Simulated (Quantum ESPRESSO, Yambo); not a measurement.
# As (buckled honeycomb monolayer): G0W0 with Yambo, start to end, part 2 of 2

How does a plane-wave GW calculation on As (buckled honeycomb monolayer) run from the first input to the gap?

Quantum ESPRESSO 7.5 and Yambo 5.3.0; PBE and many-body steps on it, plane waves. Known limits of the many-body steps: not at the basis limit; no spin-orbit coupling.

So far. Step 3 (Bands along the symmetry lines): The gap is 1.630 eV, −0.015 eV from the run before at this level. Step 4 (Empty states on the mesh, 6×6×1 mesh, 233 bands): On this mesh the gap is 1.646 eV.

### 5. Conversion and set-up

This step: Yambo 5.3.0; conversion and set-up on PBE, plane waves, norm-conserving pseudopotentials.

The states are converted to the many-body program's format and the q mesh is built.

Command:

```bash
(cd o/x.save; p2y > p2y.log; mv SAVE ../..); yambo > setup.log
```

Output:

```text
 Yambo, version 5.3.0

 [02] CORE Variables Setup
 =========================

  [02.01] Unit cells
  ==================

  Cell kind             :  HCP
  Atoms in the cell     :  As
  number of As atoms    :  2

  List of atomic masses
  Mass of As    :  74.92200

  List of atomic coordinates    : [cc]
  As1       : -0.27822E-09   3.9400       11.914      order 1
  As2       :   3.41216   1.97001  14.54168  order 2

  Alat factors          :   6.82431   5.91003  26.45617 [a.u.]
  Direct lattice volume :   1067.03    [a.u.]
  Direct lattice vectors:  A[ 1 ]  A[ 2 ]  A[ 3 ]
   A[ 1 ]:  1.000000 -0.000000  0.000000  [iru]
   6.824311 -0.000000  0.000000  [cc]
   A[ 2 ]: -0.500000  1.000000  0.000000  [iru]
  -3.412155  5.910027  0.000000  [cc]
   A[ 3 ]:  0.000000  0.000000  1.000000  [iru]
    0.00000   0.00000  26.45617  [cc]

  Recip. lattice volume :  0.232469 [a.u.]
  Recip. lattice vectors:  B[ 1 ]  B[ 2 ]  B[ 3 ]
   B[ 1 ]:  1.000000  0.500000  0.000000  [iku]
   0.920706  0.531570 -0.000000  [cc]
   B[ 2 ]:  0.000000  1.000000  0.000000  [iku]
   0.000000  1.063140 -0.000000  [cc]
   B[ 3 ]:  0.000000  0.000000  1.000000  [iku]
  -0.000000 -0.000000  0.237494  [cc]

  [02.02] Symmetries
  ==================

  Inversion symmetry    : yes
  Spatial inversion     : yes
  Inversion index       :   7
  K-space Time-reversal : no
  Magnetic symmetries   : no
  Group table correct   : yes
  Symmetries units      :  [cc]

   [S  1]:   1.0000       0.0000       0.0000     -0.55235E-16   1.0000       0.0000       0.0000       0.0000       1.0000
   [S  2]:   1.0000       0.0000       0.0000     -0.31975E-10  -1.0000       0.0000       0.0000       0.0000      -1.0000
   [S  3]: -0.500000  0.866025  0.000000 -0.866025 -0.500000  0.000000  0.000000  0.000000  1.000000
[...]
[S 11]:  0.500000  0.866025  0.000000  0.866025 -0.500000  0.000000  0.000000  0.000000  1.000000
   [S 12]:  0.500000 -0.866025  0.000000 -0.866025 -0.500000  0.000000  0.000000  0.000000  1.000000

  [02.03] Reciprocal space
  ========================

  nG shells         :   6447
  nG charge         :  144181
  nG WFs            :  21351
  nC WFs            :  18060
  G-vecs. in first 80 shells:  [ Number ]
     1    3    5    7    9   15   27   39   41
    53   55   67   79   81   93   99  111  113
   125  137  149  161  167  169  181  193  205
[...]
809   811   823   835   859   865   877   889
  ...
  Shell energy in first 80 shells:  [ mHa ]
[...]
4971.20      5080.71      5086.20      5107.81      5114.40      5199.01      5331.23      5337.82      5340.02
    5527.54      5537.43      5672.94      5756.45      5760.84      5791.24      6092.67      6101.46      6240.27
    6321.58      6345.39      6461.49      6468.08      6776.11      6781.60      6809.80      6891.11
  ...

  [02.04] K-grid lattice
  ======================

[...]
K/Q-points units:
  rlu = crystal or reduced units; cc = cartesian coordinates; iku = interal k-units

  K [1]          [rlu]:  0.000000  0.000000  0.000000
         WF components:  18001
  K [2]          [rlu]:  0.000000  0.166667  0.000000
         WF components:  17989
  K [3]          [rlu]:  0.000000  0.333333  0.000000
         WF components:  18027
  K [4]          [rlu]:  0.000000 -0.500000  0.000000
         WF components:  18060
  K [5]          [rlu]:  0.166667  0.166667  0.000000
         WF components:  18003
  K [6]          [rlu]:  0.166667  0.333333  0.000000
         WF components:  18020
  K [7]          [rlu]:  0.333333  0.333333  0.000000
         WF components:  18033

  [02.05] Energies & Occupations
  ==============================

  [X] === General ===
  [X] Electronic Temperature                        :  0.000000  0.000000 [eV K]
  [X] Bosonic    Temperature                        :  0.000000  0.000000 [eV K]
  [X] Finite Temperature mode                       : no
  [X] El. density                                   :  0.29092E+24 [cm-3]
  [X] Fermi Level                                   : -0.908984 [eV]

  [X] === Gaps and Widths ===
  [X] Conduction Band Min                           :  1.645614 [eV]
  [X] Valence Band Max                              :  0.000000 [eV]
  [X] Filled Bands                                  :  23
  [X] Empty Bands                                   :   24  233
  [X] Direct Gap                                    :  1.948162 [eV]
  [X] Direct Gap localized at k                     :  1
  [X] Indirect Gap                                  :  1.645614 [eV]
  [X] Indirect Gap between kpts                     :  1  3
  [X] Last valence band width                       :  1.964014 [eV]
  [X] 1st conduction band width                     :  1.151044 [eV]

  E @ K [1]:  [eV]
  -184.7066 -184.7060 -128.1046 -128.1046 -128.1022 -128.1022 -128.0466 -128.0445
[...]
occ @ K [1]
[...]
E @ K [2]:  [eV]
[...]
occ @ K [2]
[...]
E @ K [3]:  [eV]
[...]
occ @ K [3]
[...]
E @ K [4]:  [eV]
[...]
occ @ K [4]
[...]
E @ K [5]:  [eV]
[...]
occ @ K [5]
[...]
E @ K [6]:  [eV]
[...]
occ @ K [6]
[...]
E @ K [7]:  [eV]
[...]
occ @ K [7]
[...]
0.000000  0.000000  0.000000  0.000000  0.000000  0.000000  0.000000  0.000000
   0.000000  0.000000  0.000000  0.000000  0.000000  0.000000  0.000000  0.000000

 [03] Transferred momenta grid and indexing
 ==========================================

 IBZ Q-points                                      :   7
 BZ  Q-points                                      :   36

 K/Q-points units:
 rlu = crystal or reduced units; cc = cartesian coordinates; iku = interal k-units

 Q [1]          [rlu]:  0.000000  0.000000  0.000000
 Q [2]          [rlu]: -0.10630E-16  0.16667       0.0000
 Q [3]          [rlu]: -0.21260E-16  0.33333       0.0000
 Q [4]          [rlu]:  0.31890E-16 -0.50000       0.0000
 Q [5]          [rlu]:  0.166667  0.166667  0.000000
 Q [6]          [rlu]:  0.166667  0.333333  0.000000
 Q [7]          [rlu]:  0.333333  0.333333  0.000000

  [03.01] X indexes
  =================

   [03.01.01] Sigma indexes
   ========================

 [06] Game Over & Game summary
```

Wall time 3.7 s (1 MPI rank of Arm Neoverse N1, shared host); peak memory 0.26 GiB.

### 6. Screening and self-energy, 6×6×1 mesh, 233 bands, screening to 136.1 eV

G0W0 replaces the xc potential by the self-energy, built once from these orbitals. Only a window of levels is corrected, while the sums run over the empty bands that the input names.

This step: G0W0 on PBE, plane waves, norm-conserving pseudopotentials.

File gw3.in:

```
HF_and_locXC
gw0
dyson
ppa
em1d
rim_cut
rim_w
RandQpts= 3000000
RandGvec= 100 RL
CUTGeo= "slab z"
RandGvecW= 9 RL
EXXRLvcs= 100 Ry
VXCRLvcs= 400 Ry
Chimod= "HARTREE"
% BndsRnXp
 1 | 233 |
%
NGsBlkXp= 10 Ry
% LongDrXp
 1 | 1 | 0 |
%
% GbndRnge
 1 | 233 |
%
DysSolver= "n"
ExtendOut
PPAPntXp= 27.21138 eV
% QPkrange
 1 | 1 | 22 | 25 |
 3 | 3 | 22 | 25 |
%
```

Command:

```bash
OMP_NUM_THREADS=1 mpirun -n 8 yambo -F gw3.in -J gw3 -C gw3 > gw3.log
```

Output:

```text
 Yambo, version 5.3.0

 [02] CORE Variables Setup
 =========================

  [... cell, symmetries and grids as in the set-up ...]

  [02.05] Energies & Occupations
  ==============================

  [X] === General ===
  [X] Electronic Temperature                        :  0.000000  0.000000 [eV K]
  [X] Bosonic    Temperature                        :  0.000000  0.000000 [eV K]
  [X] Finite Temperature mode                       : no
  [X] El. density                                   :  0.29092E+24 [cm-3]
  [X] Fermi Level                                   : -0.908984 [eV]

  [X] === Gaps and Widths ===
  [X] Conduction Band Min                           :  1.645614 [eV]
  [X] Valence Band Max                              :  0.000000 [eV]
  [X] Filled Bands                                  :  23
  [X] Empty Bands                                   :   24  233
  [X] Direct Gap                                    :  1.948162 [eV]
  [X] Direct Gap localized at k                     :  1
  [X] Indirect Gap                                  :  1.645614 [eV]
  [X] Indirect Gap between kpts                     :  1  3
  [X] Last valence band width                       :  1.964014 [eV]
  [X] 1st conduction band width                     :  1.151044 [eV]

 [03] Transferred momenta grid and indexing
 ==========================================

 IBZ Q-points                                      :   7
 BZ  Q-points                                      :   36

 K/Q-points units:
 rlu = crystal or reduced units; cc = cartesian coordinates; iku = interal k-units

 Q [1]          [rlu]:  0.000000  0.000000  0.000000
 Q [2]          [rlu]: -0.10630E-16  0.16667       0.0000
 Q [3]          [rlu]: -0.21260E-16  0.33333       0.0000
 Q [4]          [rlu]:  0.31890E-16 -0.50000       0.0000
 Q [5]          [rlu]:  0.166667  0.166667  0.000000
 Q [6]          [rlu]:  0.166667  0.333333  0.000000
 Q [7]          [rlu]:  0.333333  0.333333  0.000000

 [04] Coloumb potential Random Integration (RIM)
 ===============================================

 Performing RIM of v_slab

  [04.01] RIM initialization
  ==========================

  * Diagonal components only detected *

  8 x (sBL volume)        :  0.051660 [a.u.]
  sBZ random points       :  3000000
  Points outside the sBZ  :  24000829
  RL volume               :  0.232469 [a.u.]
  Integrated volume       :  0.232461 [a.u.]

  [04.02] RIM integrals
  =====================

  Gamma point sphere radius             :  0.041605 [a.u.]
  Points outside the sphere             :  2398884
  [Int_sBZ(q=0) 1/q^2]*(Vol_sBZ)^(-1/3) =:  7.487296
                                 should be <:  7.795600

  Summary of Coulomb integrals for non-metallic bands |Q|[au] RIM/Bare

  Q [1] 0.100000E-4 0.960452 * Q [2] 0.177190 0.997483
  Q [5] 0.306902 1.024611 * Q [3] 0.354380 1.023541
  Q [6] 0.468801 1.017709 * Q [4] 0.531570 1.014578
  Q [7] 0.613804 1.011396
  Non-periodic chartesian directions : none
  Optical renormalization            :  26.45617 [au]
  Polarizability dimension           : length

 [05] Coloumb potential CutOffslab
 =================================

 Cut directionsZ
 Slab Cutoff:Z
 Symmetry test passed : yes

 [06] Dipoles
 ============

  [06.01] Setup: observables and procedures
  =========================================

 [07] Dynamic Dielectric Matrix (PPA)
 ====================================

 [SLK-Inversion]  Pools        :  2
 [SLK-Inversion]  BLACS grid   :  2  2

 [WR./gw3//ndb.pp]---------------------------------------------------------------
  Brillouin Zone Q/K grids (IBZ/BZ)                :    7   36    7   36
  RL vectors                                       :  21365 [WF]
  Coulomb cutoff potential                         : slab z
  Electronic Temperature                           :  0.000000 [K]
  Bosonic    Temperature                           :  0.000000 [K]
  PPA    diel. fun.  energies                      : Perdew, Burke & Ernzerhof(X)+Perdew, Burke & Ernzerhof(C)
  wavefunctions                                    : Perdew, Burke & Ernzerhof(X)+Perdew, Burke & Ernzerhof(C)
  Global Gauge                                     : length
  X matrix size                                    :   585
  X band range                                     :    1  233
  X e/h energy range                               : -1.000000 -1.000000 [eV]
  X Time ordering                                  : R
  X Hxc Kernel                                     : HARTREE
  X Drude frequency                                :  0.000000  0.000000
  X poles                                          :  100.0000 [o/o]
  RL vectors in the sum                            :  21365
  [r,Vnl] included                                 : yes
  Field direction                                  :  0.707107E-5  0.707107E-5   0.00000
  BZ energy Double Grid                            : no
  BZ energy DbGd points                            : 0
  BZ Q point size factor                           : -1.000000
  X Optical Averaged directions                    : none

 [08] Local Exchange-Correlation + Non-Local Fock
 ================================================

 [VXC] Plane waves :  144181
 [EXS] Plane waves :  18025

 QP @ state[ 1 ] K range:  1  1
 QP @ state[ 1 ] b range:  22  25
 QP @ state[ 2 ] K range:  3  3
 QP @ state[ 2 ] b range:  22  25

 [xc] Functional : Perdew, Burke & Ernzerhof(X)+Perdew, Burke & Ernzerhof(C)
 [xc] LIBXC used to calculate xc functional
  PP Number of Atomic Species                      :  1
  NLCC RL compoments                               :  144181
  PP Number of Atomic Species                      :  1
  NLCC RL compoments                               :  144181

 [xc] E_xc :  -47.81826 [Ha]
      E_xc :  -95.63652 [Ry]

  Local XC kind (lXC) : Perdew, Burke & Ernzerhof(X)+Perdew, Burke & Ernzerhof(C)
  Non-Local XC kind (nlXC) : Hartree-Fock

  Corrections @ K [1] :  [eV]
 <22|nlXC|22> = -15.29556  0.15138E-16 <22|lXC|22> = -14.05397  0.18882E-15
 <23|nlXC|23> = -15.29564  0.46547E-17 <23|lXC|23> = -14.05397  0.18882E-15
 <24|nlXC|24> = -8.947700 -0.40892E-18 <24|lXC|24> = -12.75021  0.18882E-15
 <25|nlXC|25> = -8.849161  0.20264E-17 <25|lXC|25> = -13.27561  0.000000

  Corrections @ K [3] :  [eV]
 <22|nlXC|22> = -15.32122 -0.58292E-17 <22|lXC|22> = -13.35912  0.000000
 <23|nlXC|23> = -14.51670 -0.12076E-17 <23|lXC|23> = -12.57054 -0.94408E-16
 <24|nlXC|24> = -7.601211  0.26321E-17 <24|lXC|24> = -11.00362  0.000000
 <25|nlXC|25> = -6.559471  0.24704E-17 <25|lXC|25> = -10.79247 -0.94408E-16

 [09] Dyson equation: Newton solver
 ==================================

  [09.01] RIM-W interpolation
  ===========================

  [WARNING] RIM-W works only for 2D semiconductors with slab cutoff
  Found compatible q grid: 2D
  q_min[ 1 ]:  0.16667      0.29894E-11   0.0000     [rlu]
   0.166667  0.083333  0.000000 [iku]
  q_min[ 2 ]:  0.61536E-11  0.16667       0.0000     [rlu]
   0.61536E-11  0.16667       0.0000     [iku]
  G-vectors :   9
  G-vectors loaded:   63
  Number of interpolated frequencies:  2

  Evaluating coefficients q = 0
  Evaluating coefficients q = 0

  [09.02] RIM-W integrals
  =======================

  8 x (sBL volume)        :  0.051660 [a.u.]
  sBZ random points       :  3000000
  Points outside the sBZ  :  24000829
  RL volume               :  0.232469 [a.u.]
  Integrated volume       :  0.232461 [a.u.]

  [09.03] RIM integrals
  =====================

  Comparison between head Wc = W - v averages: < Wc > [au] RIM-W/RIM

   < -Wc [Q = 1] > 0.364798E-1 0.485481E-4 * < -Wc [Q = 2] > 0.005338 0.005148
   < -Wc [Q = 3] > 0.977956E-3 0.956771E-3 * < -Wc [Q = 4] > 0.326882E-3 0.323027E-3
   < -Wc [Q = 5] > 0.001435 0.001401 * < -Wc [Q = 6] > 0.470368E-3 0.465358E-3
   < -Wc [Q = 7] > 0.219155E-3 0.217681E-3

  Comparison between head Wc = W - v averages: < Wc > [au] RIM-W/RIM

   < -Wc [G = 1,G`=0] > 0.364798E-1 0.485481E-4 * < -Wc [G = 2,G`=0] >-0.002022 0.000000
   < -Wc [G = 3,G`=0] >-0.002022 0.000000 * < -Wc [G = 4,G`=0] > 0.698282E-4  0.00000
   < -Wc [G = 5,G`=0] > 0.698075E-4  0.00000 * < -Wc [G = 6,G`=0] > 0.512953E-4  0.00000
   < -Wc [G = 7,G`=0] > 0.513209E-4  0.00000 * < -Wc [G = 8,G`=0] >-0.166876E-4  0.00000
   < -Wc [G = 9,G`=0] >-0.166898E-4  0.00000

 [10] G0W0 (W PPA)
 =================

 [  GW  ] Bands range     :    1  233
 [GW/PPA] G damping       :  0.100000 [eV]

 QP @ state[ 1 ] K range:  1  1
 QP @ state[ 1 ] b range:  22  25
 QP @ state[ 2 ] K range:  3  3
 QP @ state[ 2 ] b range:  22  25

  Sc/G bands                                       :    1  233
  Sc/G damping                                     :  0.100000 ev
  Sc bands terminator                              : no
  Sx RL components                                 :  18025

  QP @ state[ 1 ] K range                          :  1  1
  QP @ state[ 1 ] b range                          :  22  25
  QP @ state[ 2 ] K range                          :  3  3
  QP @ state[ 2 ] b range                          :  22  25
  GF energies kind                                 : Perdew, Burke & Ernzerhof(X)+Perdew, Burke & Ernzerhof(C)
  GF WF`s kind                                     : Perdew, Burke & Ernzerhof(X)+Perdew, Burke & Ernzerhof(C)
  Xs energies kind                                 : Perdew, Burke & Ernzerhof(X)+Perdew, Burke & Ernzerhof(C)
  Xs WF`s kind                                     : Perdew, Burke & Ernzerhof(X)+Perdew, Burke & Ernzerhof(C)

 [14] Game Over & Game summary
```

Elapsed: 15 min, on 8 MPI ranks; peak memory 7.7 GiB; 2 h of CPU time.

Numbers from this step:

```
G0W0 gap on the points computed              : 2.632 eV
starting gap on the mesh                     : 1.646 eV
k of the valence top                         : 0, 0, 0
k of the conduction bottom                   : 0, 0.3333, 0
least direct G0W0 gap on the computed points : 3.071 eV
Z at the valence top                         : 0.7366
Z at the conduction bottom                   : 0.7441
```

The gap on the mesh goes from 1.65 eV to 2.63 eV, a correction of +0.99 eV.

Limits: finite bands, cutoff and mesh; no spin-orbit coupling. v1 is the top filled band, c1 the lowest empty one. Levels before and after the correction, in eV, zero at the valence-band top of each column:

|  | conduction bottom | valence top |
| --- | --- | --- |
| Kohn-Sham | 1.65 | 0.00 |
| G0W0 | 2.63 | 0.00 |

|  | level | energy (eV) |
| --- | --- | --- |
| Kohn-Sham | Γ v2-v1 | 0.000 |
| Kohn-Sham | Γ c1 | 1.948 |
| Kohn-Sham | Γ c2 | 3.500 |
| Kohn-Sham | (0 0.333 0) v2 | -1.527 |
| Kohn-Sham | (0 0.333 0) v1 | -0.745 |
| Kohn-Sham | (0 0.333 0) c1 | 1.646 |
| Kohn-Sham | (0 0.333 0) c2 | 3.865 |
| G0W0 | Γ v2-v1 | 0.000 |
| G0W0 | Γ c1 | 3.071 |
| G0W0 | Γ c2 | 4.745 |
| G0W0 | (0 0.333 0) v2 | -1.631 |
| G0W0 | (0 0.333 0) v1 | -0.941 |
| G0W0 | (0 0.333 0) c1 | 2.632 |
| G0W0 | (0 0.333 0) c2 | 4.930 |

### 7. Where the time went

Times are wall times on the hardware named with each run, good to a factor of about two.

| step | time | share | memory (GiB) |
| --- | --- | --- | --- |
| ground state | 57 s | 5 % | 1.4 |
| bands along the symmetry lines | 20 s | 2 % | 1.1 |
| empty states on the mesh | 87 s | 8 % | 1.9 |
| conversion and set-up | 3.7 s | 0 % | 0.26 |
| screening and self-energy | 15 min | 84 % | 7.7 |

### 8. Results

| Property | Result |
| --- | --- |
| PBE gap | 1.63 eV, indirect |
| G0W0 gap on the mesh | 2.63 eV |
| GW settings | 6×6×1 mesh, 233 bands, screening to 136.1 eV, Godby-Needs plasmon pole |
| known limits | not at the basis limit; no spin-orbit coupling |

What this shows: G0W0 moves the gap on the mesh from 1.65 eV to 2.63 eV (+0.99 eV), with Z of 0.74 and 0.74 at the edges. Only 2 of the mesh's irreducible points were corrected, so a valley elsewhere could overtake. The dearest step here is «screening and self-energy». Bands and cutoff are finite, so the gap is not at the basis limit. The miss can reach some tenths of an eV and take either sign; the mesh is an error of its own. In the G0W0 run levels were corrected at 2 k points alone, so a gap called «on the mesh» is the least over those, and an edge elsewhere would be missed. The many-body steps are scalar-relativistic: spin-orbit coupling is not in them.

[Paths, hosts, dates, memory and timing lines, banners, echoed tables and standing remarks are left out of the program output.]

[Logs are printed without paths, hosts, clocks, repeated set-up lines and the standing remarks that a program may print on its own settings, such as how far it seeks lower states.]

[Runs of the session that timed out or met a known fault of the program may be left out.]

[Hosts, paths, dates, database ids (printed as entryN), source tags and the programs' standing remarks are cut or masked in the printed files.]
